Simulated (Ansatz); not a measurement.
Crystal: CaO.

```
Ca O
1.0
     0.00000    2.40356    2.40356
     2.40356    0.00000    2.40356
     2.40356    2.40356    0.00000
Ca O
1 1
Direct
  0.00000 0.00000 0.00000
  0.50000 0.50000 0.50000
```

The cell is a database's computed one.

Base run:

* Program: Ansatz 0.2.0
* Functional: PBE
* Potentials or basis: all-electron PAW datasets made for the crystal
* Cutoff: 300 eV
* Density cutoff: 1200 eV
* k mesh: 8 × 8 × 8
* Occupations: fermi-dirac, width 0.05 eV
* Spin: no spin polarisation

Its results: band gap on the k mesh 3.65 eV, indirect (least direct gap 4.03 eV).

Problem. The run is repeated on the same cell with these changes: functional from PBE to HSE06; cutoff from 300 eV to 340 eV; density cutoff from 1200 eV to 1360 eV. What comes out?

Solution. Band gap on the k mesh 5.31 eV, indirect (least direct gap 5.73 eV).

HSE06 gives the wider gap, since exact exchange removes part of the self-interaction.

A k mesh can miss the band edges.

Not every run made on this cell is shown here.
